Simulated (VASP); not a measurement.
# BeSe (F-43m) in VASP: notebook

The runs below take BeSe through relaxation of cell and atoms, relaxation of the atoms, with PBE.

All numbers are computed with VASP 6.6.1; they aren't measurements. Logs are shortened: lines on timing, memory, paths and dates and some standing lists are left out, and cuts for length are marked.

### 1 Starting point

The structure is cubic, space group F-43m (No. 216). The conventional cell has a = 5.070 Å, b = 5.070 Å, c = 5.070 Å, α = 90.00°, β = 90.00°, γ = 90.00°. Be (site symmetry -43m) has 4 Se at 2.20 Å as nearest neighbours. Around Se (site symmetry -43m) lie 4 Be at 2.20 Å.

### 2 Relaxation of cell and atoms, PBE

The input, INCAR:

```
ALGO = Normal ; EDIFF = 1E-6
EDIFFG = -0.01 ; ENCUT = 600
GGA = PE ; IBRION = 2
ISIF = 3 ; ISMEAR = 0
LASPH = T ; LCHARG = F
LREAL = F ; LWAVE = F
NELM = 80 ; NSW = 90
PREC = Accurate ; SIGMA = 0.03
```

The input, KPOINTS:

```
k-points
0
Gamma
  10 10 10
```

The input, POSCAR:

```
BeSe
1.0
    0.0000000000      2.5350000000      2.5350000000
    2.5350000000      0.0000000000      2.5350000000
    2.5350000000      2.5350000000      0.0000000000
Be Se
1 1
Direct
    0.0000000000      0.0000000000      0.0000000000
    0.2500000000      0.2500000000      0.2500000000
```

Potentials or basis: VASP PAW PBE potentials, release 64 (Be, Se).

On the command line:

```
cat potpaw_PBE.64/Be/POTCAR potpaw_PBE.64/Se/POTCAR > POTCAR
mpirun -np 1 vasp_std > vasp.out
```

OUTCAR:

```text
EDIFF = 1E-6
   EDIFFG = -0.01
   ENCUT = 600
   GGA = PE
   IBRION = 2
   ISIF = 3
   ISMEAR = 0
   LASPH = T
   LREAL = F
   NELM = 80
   NSW = 90
   PREC = Accurate

 ion  position               nearest neighbor table
   1  0.000  0.000  0.000-   2 2.20   2 2.20   2 2.20   2 2.20
   2  0.250  0.250  0.250-   1 2.20   1 2.20   1 2.20   1 2.20

  LATTYP: Found a face centered cubic cell.
 ALAT       =     5.0700000000

  Lattice vectors:

 A1 = (   0.0000000000,   2.5350000000,   2.5350000000)
 A2 = (   2.5350000000,   0.0000000000,   2.5350000000)
 A3 = (   2.5350000000,   2.5350000000,   0.0000000000)

Analysis of symmetry for initial positions (statically):
=====================================================================
 Subroutine PRICEL returns:
 Original cell was already a primitive cell.

 Routine SETGRP: Setting up the symmetry group for a
 face centered cubic supercell.

 Subroutine GETGRP returns: Found 24 space group operations
 (whereof 24 operations were pure point group operations)
 out of a pool of 48 trial point group operations.

The static configuration has the point symmetry T_d .

Analysis of symmetry for dynamics (positions and initial velocities):
=====================================================================
 Subroutine PRICEL returns:
 Original cell was already a primitive cell.

 Routine SETGRP: Setting up the symmetry group for a
 face centered cubic supercell.

 Subroutine GETGRP returns: Found 24 space group operations
 (whereof 24 operations were pure point group operations)
 out of a pool of 48 trial point group operations.

The dynamic configuration has the point symmetry T_d .

 Subroutine INISYM returns: Found 24 space group operations
 (whereof 24 operations are pure point group operations),
 and found     1 'primitive' translations

----------------------------------------------------------------------------------------

                                     Primitive cell

  volume of cell :      32.5810

  direct lattice vectors                    reciprocal lattice vectors
     0.000000000  2.535000000  2.535000000    -0.197238659  0.197238659  0.197238659
     2.535000000  0.000000000  2.535000000     0.197238659 -0.197238659  0.197238659
     2.535000000  2.535000000  0.000000000     0.197238659  0.197238659 -0.197238659

  length of vectors
     3.585031381  3.585031381  3.585031381     0.341627378  0.341627378  0.341627378

  position of ions in fractional coordinates (direct lattice)
     0.000000000  0.000000000  0.000000000
     0.250000000  0.250000000  0.250000000

  ion indices of the primitive-cell ions
   primitive index   ion index
                 1           1
                 2           2

----------------------------------------------------------------------------------------

 KPOINTS: k-points

Automatic generation of k-mesh.
 Grid dimensions read from file:
 generate k-points for:   10   10   10

 Generating k-lattice:

  Cartesian coordinates                     Fractional coordinates (reciprocal lattice)
    -0.019723866  0.019723866  0.019723866     0.100000000  0.000000000  0.000000000
     0.019723866 -0.019723866  0.019723866     0.000000000  0.100000000  0.000000000
     0.019723866  0.019723866 -0.019723866     0.000000000  0.000000000  0.100000000

  Length of vectors
     0.034162738  0.034162738  0.034162738

  Shift w.r.t. Gamma in fractional coordinates (k-lattice)
     0.000000000  0.000000000  0.000000000

 Subroutine IBZKPT returns following result:
 ===========================================

 Found     47 irreducible k-points:

 Following reciprocal coordinates:
            Coordinates               Weight
  0.000000  0.000000  0.000000      1.000000
  0.100000  0.000000  0.000000      8.000000
  0.200000  0.000000  0.000000      8.000000
  0.300000  0.000000  0.000000      8.000000
  0.400000  0.000000  0.000000      8.000000
  0.500000  0.000000  0.000000      4.000000
[... 16 lines left out ...]
  0.300000  0.300000  0.000000      6.000000
  0.400000  0.300000  0.000000     24.000000
 [... further k-points ...]
   k-points           NKPTS =     47   k-points in BZ     NKDIM =     47   number of bands    NBANDS=      8
   number of dos      NEDOS =    301   number of ions     NIONS =      2
   total plane-waves  NPLWV =  27000
   dimension x,y,z NGX =    30 NGY =   30 NGZ =   30
   dimension x,y,z NGXF=    60 NGYF=   60 NGZF=   60
   ions per type =               1   1
   NGX,Y,Z   is equivalent  to a cutoff of  13.91, 13.91, 13.91 a.u.
   NGXF,Y,Z  is equivalent  to a cutoff of  27.82, 27.82, 27.82 a.u.
 SYSTEM =  unknown system
   PREC   = accura    normal or accurate (medium, high low for compatibility)
   ISTART =      0    job   : 0-new  1-cont  2-samecut
   ICHARG =      2    charge: 1-file 2-atom 10-const
   ISPIN  =      1    spin polarized calculation?
   LNONCOLLINEAR =      F non collinear calculations
   LSORBIT =      F    spin-orbit coupling
   LASPH  =      T    aspherical Exc in radial PAW
   ENCUT  =  600.0 eV  44.10 Ry    6.64 a.u.   7.16  7.16  7.16*2*pi/ulx,y,z
   NELM   =     80;   NELMIN=  2; NELMDL= -5     # of ELM steps
   EDIFF  = 0.1E-05   stopping-criterion for ELM
   LREAL  =      F    real-space projection
   EDIFFG = -.1E-01   stopping-criterion for IOM
   NSW    =     90    number of steps for IOM
   IBRION =      2    ionic relax: 0-MD 1-quasi-New 2-CG
   NFREE  =      1    steps in history (QN), initial steepest desc. (CG)
   ISIF   =      3    stress and relaxation
   ISYM   =      2    0-nonsym 1-usesym 2-fastsym
   POTIM  = 0.5000    time-step for ionic-motion
   TEBEG  =    0.0;   TEEND  =   0.0 temperature during run
   PSTRESS=    0.0 pullay stress
   NELECT =       8.0000    total number of electrons
   NUPDOWN=      -1.0000    fix difference up-down
   EMIN   =  10.00;   EMAX   =-10.00  energy-range for DOS
   EFERMI =   0.00;   METHOD = LEGACY
   ISMEAR =     0;   SIGMA  =   0.03  broadening in eV -4-tet -1-fermi 0-gaus
   EFERMI_NEDOS =   21; number of points for ismear=-14 and -15
   IALGO  =     38    algorithm
   IMIX   =      4    mixing-type and parameters
     AMIX     =   0.40;   BMIX     =  1.00
     AMIX_MAG =   1.60;   BMIX_MAG =  1.00
  volume/ion in A,a.u.               =      16.29       109.93
  Fermi-wavevector in a.u.,A,eV,Ry     =   1.025141  1.937235 14.298549  1.050914
  Thomas-Fermi vector in A             =   2.158965
   LORBIT       =      0    0 simple, 1 ext, 2 COOP (PROOUT), +10 PAW based schemes
   GGA     = PE    functional components
   LHFCALC =     F    Hartree Fock is set to
   AEXX    =    0.0000 exact exchange contribution
   IVDW    =     0    specifies the selected vdW correction
   LEPSILON=     F    determine dielectric tensor
   LRPA    =     F    only Hartree local field effects (RPA)
 conjugate gradient relaxation of ions
 non-spin polarized calculation
 Gauss-broadening in eV      SIGMA  =   0.03
  energy-cutoff  :      600.00
  volume of cell :       32.58
 maximum number of plane-waves:      1106
 NGX is ok and might be reduce to    30
   NGX = 15   NGY = 15   NGZ = 15

--------------------------------------- Ionic step        1  -------------------------------------------

 number of electron       7.9999999 magnetization

 Free energy of the ion-electron system (eV)
  ---------------------------------------------------
  ext. energy  EPLUGINS =         0.00000000
  ---------------------------------------------------
  free energy    TOTEN  =        -8.82310864 eV

  energy without entropy =       -8.82310864  energy(sigma->0) =       -8.82310864

 E-fermi :   3.9265     XC(G=0):  -9.6089

 val. band max:        3.7819449361   @ k =   0.0000   0.0000   0.0000
 cond. band min:       6.3043511557   @ k =   0.5000   0.5000   0.0000
 fundamental gap:      2.5224062197
 Fermi energy:         3.9264890211

 k-point     1 :       0.0000    0.0000    0.0000
  band No.  band energies     occupation
      1     -10.3085      2.00000
      2       3.7819      2.00000
      3       3.7819      2.00000
      4       3.7819      2.00000
      5       8.4762      0.00000
      6       8.7808      0.00000
      7       8.7808      0.00000
      8       8.7808      0.00000

 k-point     2 :       0.1000    0.0000    0.0000
  band No.  band energies     occupation
      1     -10.2029      2.00000
      2       2.8287      2.00000
      3       3.6300      2.00000
      4       3.6300      2.00000
      5       8.5121      0.00000
      6       9.0306      0.00000
      7       9.0306      0.00000
      8       9.7202      0.00000
[... 300 lines left out ...]
 POSITION                                       TOTAL-FORCE (eV/Angst)
 -----------------------------------------------------------------------------------
      0.00000      0.00000      0.00000         0.000000      0.000000     -0.000000
      1.30227      1.30227      1.30227        -0.000000     -0.000000      0.000000
 -----------------------------------------------------------------------------------
    total drift:                                0.000000      0.000000      0.000000

  FREE ENERGIE OF THE ION-ELECTRON SYSTEM (eV)
  ---------------------------------------------------
  free  energy   TOTEN  =        -8.8575202770 eV

  energy  without entropy=       -8.8575202770  energy(sigma->0) =       -8.85752028

--------------------------------------- Ionic step        3  -------------------------------------------

 number of electron       8.0000000 magnetization

 Free energy of the ion-electron system (eV)
  ---------------------------------------------------
  ext. energy  EPLUGINS =         0.00000000
  ---------------------------------------------------
  free energy    TOTEN  =        -8.85952109 eV

  energy without entropy =       -8.85952109  energy(sigma->0) =       -8.85952109

 E-fermi :   3.2969     XC(G=0):  -9.3425

 val. band max:        3.1541959823   @ k =   0.0000   0.0000   0.0000
 cond. band min:       5.8227861338   @ k =   0.5000   0.5000   0.0000
 fundamental gap:      2.6685901515
 Fermi energy:         3.2968572928

 k-point     1 :       0.0000    0.0000    0.0000
  band No.  band energies     occupation
      1     -10.5062      2.00000
      2       3.1542      2.00000
      3       3.1542      2.00000
      4       3.1542      2.00000
      5       7.3607      0.00000
      6       8.1663      0.00000
      7       8.1663      0.00000
      8       8.1663      0.00000

 k-point     2 :       0.1000    0.0000    0.0000
  band No.  band energies     occupation
      1     -10.4105      2.00000
      2       2.2562      2.00000
      3       3.0184      2.00000
      4       3.0184      2.00000
      5       7.6228      0.00000
      6       8.3945      0.00000
      7       8.3945      0.00000
      8       8.8182      0.00000
[... 264 lines left out ...]
 POSITION                                       TOTAL-FORCE (eV/Angst)
 -----------------------------------------------------------------------------------
      0.00000      0.00000      0.00000        -0.000000      0.000000     -0.000000
      1.29538      1.29538      1.29538         0.000000     -0.000000      0.000000
 -----------------------------------------------------------------------------------
    total drift:                                0.000000      0.000000      0.000000

  FREE ENERGIE OF THE ION-ELECTRON SYSTEM (eV)
  ---------------------------------------------------
  free  energy   TOTEN  =        -8.8595210868 eV

  energy  without entropy=       -8.8595210868  energy(sigma->0) =       -8.85952109

 reached required accuracy - stopping structural energy minimisation
```

It took 17 s on 1 thread of Intel Xeon 6975P-C (Granite Rapids), shared host; peak memory 0.18 GiB.

What came out:

| Quantity | Value |
| --- | --- |
| Free energy | -8.8595 eV |
| Relaxed volume | 17.39 Å³/atom |
| Relaxed cell | a = 3.664 Å, b = 3.664 Å, c = 3.664 Å, α = 60.00°, β = 60.00°, γ = 60.00° |
| Space group after relaxing (to 0.05 Å) | F-43m (No. 216) |
| Energy gained by relaxing | 18.2 meV/atom |
| Ionic steps | 3 |
| Pressure after relaxing | 0.0 GPa |
| Band gap on the k mesh | 2.67 eV, indirect (least direct gap 4.21 eV) |

The path:
```tsv
step	energy change (eV)	largest force (eV/Å)	pressure (GPa)	volume (Å³)
1	0.0000	0.0000	5.59	32.58
2	-0.0344	0.0000	-1.14	35.34
3	-0.0364	0.0000	0.03	34.78
```

Final structure:
```yaml
crystal:
  lattice:
    - [0.00000, 2.59076, 2.59076]
    - [2.59076, 0.00000, 2.59076]
    - [2.59076, 2.59076, 0.00000]
  atoms:
    - { symbol: Be, position: [0.00000, 0.00000, 0.00000] }
    - { symbol: Se, position: [0.25000, 0.25000, 0.25000] }
```

Levels at points of the mesh, in eV from the valence-band top:
```
           k point  band 1  band 2  band 3  band 4  band 5  band 6  band 7  band 8
(0.00, 0.00, 0.00)  -13.66    0.00    0.00    0.00    4.21    5.01    5.01    5.01
(0.50, 0.00, 0.00)  -12.37   -5.57   -1.04   -1.04    4.26    5.96    5.96    9.95
(0.50, 0.50, 0.00)  -11.93   -4.97   -2.58   -2.58    2.67    4.21   11.53   11.53
```

A k mesh can miss the band edges. PBE gaps usually lie below the measured ones, often by a third to a half.

### 3 Relaxation of cell and atoms, PBE

This run uses another cell than the first one, of 17.39 Å³/atom, 1.067 times its volume.

INCAR, as its differences from that of step 2:

```diff
@@ -1,3 +1,3 @@
-ALGO = Normal ; EDIFF = 1E-6
-EDIFFG = -0.01 ; ENCUT = 600
+ALGO = Normal ; EDIFF = 1E-7
+EDIFFG = -0.005 ; ENCUT = 600
 GGA = PE ; IBRION = 2
```

KPOINTS is that of step 2.

The input, POSCAR:

```
BeSe                                    
1.0
    0.0000000000      2.5907601112      2.5907601112
    2.5907601112      0.0000000000      2.5907601112
    2.5907601112      2.5907601112     -0.0000000000
  Be              Se            
     1     1
Direct
     0.0000000000000000    0.0000000000000000    0.0000000000000000
     0.2500000000000000    0.2500000000000000    0.2500000000000000
```

Potentials or basis: VASP PAW PBE potentials, release 64 (Be, Se).

On the command line:

```
cat potpaw_PBE.64/Be/POTCAR potpaw_PBE.64/Se/POTCAR > POTCAR
mpirun -np 1 vasp_std > vasp.out
```

Run time: 9.1 s. Hardware: 1 thread of Intel Xeon 6975P-C (Granite Rapids), shared host; peak memory 0.17 GiB.

The run converged. Its results:

| Property | Result |
| --- | --- |
| Free energy | -8.8596 eV |
| Pressure after relaxing | 0.0 GPa |
| Band gap on the k mesh | 2.67 eV, indirect (least direct gap 4.21 eV) |

Final structure:
```cif
data_structure
_symmetry_space_group_name_H-M 'P 1'
_symmetry_Int_Tables_number 1
_cell_length_a 3.6639
_cell_length_b 3.6639
_cell_length_c 3.6639
_cell_angle_alpha 60.000
_cell_angle_beta 60.000
_cell_angle_gamma 60.000
_cell_volume 34.78
loop_
_atom_site_label
_atom_site_type_symbol
_atom_site_fract_x
_atom_site_fract_y
_atom_site_fract_z
_atom_site_occupancy
Be1 Be 0.00000 0.00000 0.00000 1
Se1 Se 0.25000 0.25000 0.25000 1
```

Levels at points of the mesh, in eV from the valence-band top:
| k point | band 1 | band 2 | band 3 | band 4 | band 5 | band 6 | band 7 | band 8 |
| --- | --- | --- | --- | --- | --- | --- | --- | --- |
| (0.00, 0.00, 0.00) | -13.66 | 0.00 | 0.00 | 0.00 | 4.21 | 5.01 | 5.01 | 5.01 |
| (0.50, 0.00, 0.00) | -12.37 | -5.57 | -1.04 | -1.04 | 4.26 | 5.96 | 5.96 | 9.95 |
| (0.50, 0.50, 0.00) | -11.93 | -4.97 | -2.58 | -2.58 | 2.67 | 4.21 | 11.53 | 11.53 |

Caveat: the relaxation stopped at its first step, so nothing moved. A hybrid or GW would open this gap; PBE tends to underestimate it.

[end of part 1 of 2]
